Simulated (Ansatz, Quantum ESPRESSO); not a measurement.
Moving the pressure in CuAl

The cell as given:

It takes space group Pm-3m (No. 221, cubic). Conventional cell: a = 2.998 Å, b = 2.998 Å, c = 2.998 Å, α = 90.00°, β = 90.00°, γ = 90.00°. Cu (site symmetry m-3m) has 8 Al at 2.60 Å as nearest neighbours. Al (site symmetry m-3m) has 8 Cu at 2.60 Å as nearest neighbours.

The cell comes from a database or a generator and needn't be the stable form of this composition.

Kept alike: task relaxation of cell and atoms; functional PBEsol; k mesh 9 × 9 × 9; occupations fermi-dirac, width 0.05 eV; no spin polarisation. Program: Ansatz, Ansatz PAW, cutoff 420 eV. The mesh is that of the run's cell of 2 atoms. No spin-orbit coupling.

```tsv
pressure, P (GPa)	volume (Å³/atom)
0	12.929
2	12.735
5	?
10	12.093
20	11.486
```

The relaxations keep at least the cell's symmetry (Pm-3m). For a metal such a mesh leaves the last digits unconverged. Runs of this series that gave no sound value for these columns are left out. The runs follow the start's structure, whether or not it is the stable one at these pressures. All rows use potentials made for PBE.

**Question.** Fit the rows shown and predict the run at 5 GPa.

**Answer.** Murnaghan's form V = V0 (1 + B′P/B0)^(-1/B′) through the rows shown has V0 = 12.9287, B0 = 128.5 GPa and B′ = 4.44 (largest miss 0.0006); at P = 5 it gives 12.473 Å³/atom. The run gave: volume 12.472 Å³/atom.
